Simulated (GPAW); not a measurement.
# Pb (P-1) in GPAW: a series of runs

One crystal, Pb, is run at these levels: PBE; tasks: single point.

All numbers are computed with GPAW 26.7.0; they aren't measurements. Logs are shortened: lines on timing, memory, paths and dates and some standing lists are left out, and cuts for length are marked. The log counts tension as positive stress, the text compression.

## Step 1: The cell of the first run

The typed cell holds 1 atom: a = 3.476 Å, b = 3.523 Å, c = 3.499 Å, α = 59.64°, β = 59.57°, γ = 60.06°.

## Step 2: Single point, PBE (cell sheared at random, sigma 0.01, atoms nudged by 0.01 Å)

The input, run.py:

```python
from ase.dft.bandgap import bandgap
from ase.io import read, write
from ase.units import GPa
from gpaw import GPAW, PW

atoms = read('POSCAR')

calc = GPAW(mode=PW(450),
            xc='PBE',
            kpts={'size': (8, 7, 8), 'gamma': True},
            occupations={'name': 'fermi-dirac', 'width': 0.05},
            nbands=14,
            maxiter=120,
            txt='gpaw.txt')
atoms.calc = calc
energy = atoms.get_potential_energy()
forces = atoms.get_forces()
stress = atoms.get_stress()
calc.write('gs.gpw')
write('result.traj', atoms)
print(f'Energy: {energy:.6f} eV')
print('Forces (eV/A):')
print(forces.round(4))
print('Stress (GPa):', (stress / GPa).round(3))
print('Fermi level:', round(calc.get_fermi_level(), 4), 'eV')
print(f'Gap: {bandgap(calc)[0]:.4f} eV, direct: {bandgap(calc, direct=True)[0]:.4f} eV')
```

The input, POSCAR:

```
Pb
1.0
    0.0193336300      2.4628699300      2.4528113600
    2.5028571400     -0.0067465600      2.4788915500
    2.4813249000      2.4674178800      0.0147856800
Pb
1
Direct
    0.0000000000      0.0000000000      0.0000000000
```

Potentials or basis: GPAW PAW data sets (gpaw-data 1.2.1), pw.

Command:

```
$ OMP_NUM_THREADS=1 python run.py
```

gpaw.txt:

```text
__  _  _
 | _ |_)|_||  |
 |__||  | ||/\| - 26.7.0

Input parameters:
  mode=PW(ecut=450.00000000000006),
  kpts=MonkhorstPack(size=(8, 7, 8), gamma=True),
  maxiter=120,
  nbands=14,
  occupations=Occupations(name='fermi-dirac', width=0.05),
  xc=XC(name='PBE')

Diagonalizing LCAO Hamiltonian
Converting LCAO to pw mode

       Pb

Atoms  # Å, Bohr magnetons
|   | symbol |        x |        y |        z |    initial magnetic moments |
|---|--------|----------|----------|----------|-----------------------------|
| 0 |     Pb | 0.000000 | 0.000000 | 0.000000 | ( 0.0000,  0.0000,  0.0000) |

Unit cell  # Å
| periodic |        x |         y |        z |  lengths |    angles |
|----------|----------|-----------|----------|----------|-----------|
|      yes | 0.019334 |  2.462870 | 2.452811 | 3.475973 | 59.640307 |
|      yes | 2.502857 | -0.006747 | 2.478892 | 3.522676 | 59.567331 |
|      yes | 2.481325 |  2.467418 | 0.014786 | 3.499335 | 60.055825 |

Number of symmetries: 2
Symmetry operations  # r_c * U_cc + t_c -> r_c
|   | kind |            matrix            |
|---|------|------------------------------|
| 0 |  E   |  1, 0, 0,  0, 1, 0,  0, 0, 1 |
| 1 |  i   | -1, 0, 0,  0,-1, 0,  0, 0,-1 |

BZ-sampling:
  Number of BZ points: 448
  Number of IBZ points: 226

  Monkhorst-Pack size: [8, 7, 8]
  Monkhorst-Pack shift: [0.0625, 0.0, 0.0625]

K-points  # in reciprocal-cell coordinates
|     |                                coordinates |     weight |
|-----|--------------------------------------------|------------|
|   0 | (  0.00000000,   0.00000000,   0.00000000) | 0.00223214 |
|   1 | (  0.00000000,   0.00000000,   0.12500000) | 0.00446429 |
|   2 | (  0.00000000,   0.00000000,   0.25000000) | 0.00446429 |
|   3 | (  0.00000000,   0.00000000,   0.37500000) | 0.00446429 |
|   4 | (  0.00000000,   0.00000000,   0.50000000) | 0.00223214 |
|   5 | (  0.00000000,   0.14285714,  -0.37500000) | 0.00446429 |
|   6 | (  0.00000000,   0.14285714,  -0.25000000) | 0.00446429 |
|   7 | (  0.00000000,   0.14285714,  -0.12500000) | 0.00446429 |
|   8 | (  0.00000000,   0.14285714,   0.00000000) | 0.00446429 |
|   9 | (  0.00000000,   0.14285714,   0.12500000) | 0.00446429 |
| ... |                                            |            |
| 225 | (  0.50000000,   0.42857143,   0.50000000) | 0.00446429 |

Plane wave coefficients: 664
Cutoff: 450.00000000000006 eV

Spin-components: 1 (collinear spins)
Bands:           14
Projectors:      6
Spin-degeneracy: 2
Datatype:        complex128

Parallelization:
  kpt:    1
  domain: 1
  band:   1

Density:
  Valence electrons: 14.0
  Components: 1
  Grid points: [18 18 18]
  Charge: 0.0  # |e|

Potential:
  Grid points: [18 18 18]

species:
  Pb:
    name:    Lead
    Z:       82.0
    valence: 14
    core:    68
    charge:  0.0  # [|e|]
    compensation charges:
      type: gauss
      rc: 0.38  # [Å]
      lmax: 2
    cutoffs:
      filter: 2.36  # [Å]
      core: 2.43  # [Å]
    projectors
    | kind |    occ | energy [eV] | rcut [Å] |
    |------|--------|-------------|----------|
    |   6s |  2.000 |     -11.969 |    1.259 |
    |   6p |  2.000 |      -3.506 |    1.275 |
    |   5d | 10.000 |     -21.211 |    1.217 |
    |    s |        |      15.243 |    1.259 |
    |    p |        |      23.705 |    1.275 |
    |    d |        |       6.001 |    1.217 |

    Using partial waves for Pb as LCAO basis

Reference energy: -567274.463364  # eV

eigensolver:
  PPCG
  Converge bands: occupied
  niter=2

density mixing:
  MSR1-Mixer
  Pratt-step length: 0.05
  Maximum mixing coefficient: 0.75
  Old densities: 10
  SVD Regularization: 0.005
  Good broyden scale: 1.0
  Trust region scale: 1.0
  Backstep threshold: 4.0
  History deletion threshold: 6.0
  Fourier metric: weight=20.0, sigma=0.015

occupation numbers:
  Fermi-Dirac:
    width: 0.0500  # eV

poisson solver:
  ecut: 3600.0000000000005  # eV

xc functional:
  name: PBE with 2 nearest neighbor stencil

convergence criteria:
- Maximum [total energy] change in last 3 cyles: 0.0005 eV / valence electron
- Maximum integral of absolute [dens]ity change: 0.0001 electrons / valence electron
- Maximum integral of absolute [eigenst]ate change: 4e-08 eV^2 / valence electron
maximum number of iterations: 120

SCF iterations
|iter     | |      energy | eigst |  dens |
|---------|-|-------------|-------|-------|
|iter:   1| |   -3.800944 | -0.36 |       |
|iter:   2| |   -3.800304 | -2.40 | -1.80 |
|iter:   3| |   -3.786851 | -2.59 | -1.83 |
|iter:   4| |   -3.786790 | -3.67 | -2.34 |
|iter:   5| |   -3.786874c| -4.38 | -2.75 |
|iter:   6| |   -3.786875c| -6.32 | -3.91 |
|iter:   7| |   -3.786875c| -6.84 | -4.32c|
|iter:   8| |   -3.786875c| -7.95c| -5.21c|

Converged in 8 steps
Energy contributions relative to reference atoms: (reference = -567274.463364)

Energy contributions:
  Kinetic:           9.796222
  Coulomb:          -9.691868
  Zero:              0.042711
  External:          0.000000
  Xc:               -3.932060
  Entropy:          -0.003759
  Spinorbit:         0.000000
  ----------------------------
  Free energy:      -3.788755
  Extrapolated:     -3.786875

dipole moment: (-21.145356, -20.807376, -20.904354)  # |e|*Ang

Fermi level: 7.720
Eigenvalues  # (at kpt = [0.000, 0.000, 0.000])
| band index |      eig [eV] | occ [0-2] |
|------------|---------------|-----------|
|          0 |        -9.377 |     2.000 |
|          1 |        -9.370 |     2.000 |
|          2 |        -9.358 |     2.000 |
|          3 |        -9.231 |     2.000 |
|          4 |        -9.220 |     2.000 |
|          5 |        -4.044 |     2.000 |
|          6 |        14.939 |     0.000 |
|          7 |        15.130 |     0.000 |
|          8 |        15.327 |     0.000 |
|          9 |        17.549 |     0.000 |
|         10 |        19.153 |     0.000 |
|         11 |        20.022 |     0.000 |
|         12 |        20.265 |     0.000 |
|         13 |        20.430 |     0.000 |

No gap
No difference between direct/indirect transitions

Forces  # eV/Ang
|       x |       y |       z |
|---------|---------|---------|
| 0.00000 | 0.00000 | 0.00000 |  # Pb   0

Stress tensor  # eV/Ang^3
|         x |         y |         z |
|-----------|-----------|-----------|
| -0.006696 |  0.003291 |  0.004942 |
|  0.003291 | -0.016692 |  0.002202 |
|  0.004942 |  0.002202 | -0.007982 |

# Writing to gs.gpw (mode='')
```

Run time: 41 s. Hardware: 1 thread of Arm Neoverse V1, shared host; peak memory 0.17 GiB.

What came out:

| Property | Result |
| --- | --- |
| Free energy | -3.7888 eV |
| Pressure | 1.7 GPa |
| Band gap on the k mesh | none (metal or under the smearing width) |

Caveat: the cutoff is short for stress and forces, so pressures can be off by a GPa or more.

## Step 3: Single point, PBE (cell sheared at random, sigma 0.01, atoms nudged by 0.01 Å)

run.py, as its differences from that of step 2:

```diff
@@ -1,3 +1,4 @@
+from ase import Atoms
 from ase.dft.bandgap import bandgap
-from ase.io import read, write
+from ase.io import write
 from ase.units import GPa
@@ -5,5 +6,10 @@
 
-atoms = read('POSCAR')
+atoms = Atoms(['Pb'],
+              cell=[[0.01933363, 2.46286993, 2.45281136],
+                    [2.50285714, -0.00674656, 2.47889155],
+                    [2.4813249, 2.46741788, 0.01478568]],
+              scaled_positions=[[0.0, 0.0, 0.0]],
+              pbc=True)
 
-calc = GPAW(mode=PW(450),
+calc = GPAW(mode=PW(500),
             xc='PBE',
```

Potentials or basis: GPAW PAW data sets (gpaw-data 1.2.1), pw.

Command:

```
$ OMP_NUM_THREADS=1 python run.py
```

Run time: 28 s. Hardware: 1 thread of Arm Neoverse V2, shared host; peak memory 0.19 GiB.

The run converged. Its results:

```
Free energy            : -3.8063 eV
Pressure               : 2.4 GPa
Band gap on the k mesh : none (metal or under the smearing width)
```

Stress tensor (GPa, compression positive):
```
 1.79 -0.53 -0.79
-0.53  3.39 -0.35
-0.79 -0.35  2.00
```

Levels at points of the mesh, in eV from the Fermi level:
```tsv
k point	band 5	band 6	band 7	band 8	band 9	band 10
(0.00, 0.00, 0.00)	-16.94	-11.76	7.22	7.41	7.61	9.83
(0.00, 0.00, 0.50)	-16.80	-8.02	-4.26	5.39	5.59	9.25
(0.50, 0.00, 0.00)	-16.80	-7.99	-4.25	5.38	5.52	9.22
(0.50, 0.00, 0.50)	-16.77	-6.63	-3.33	1.81	2.20	5.37
```

Caveat: the cutoff is short for stress and forces, so pressures can be off by a GPa or more. Spin-orbit coupling is left out, which matters for the levels of Pb.
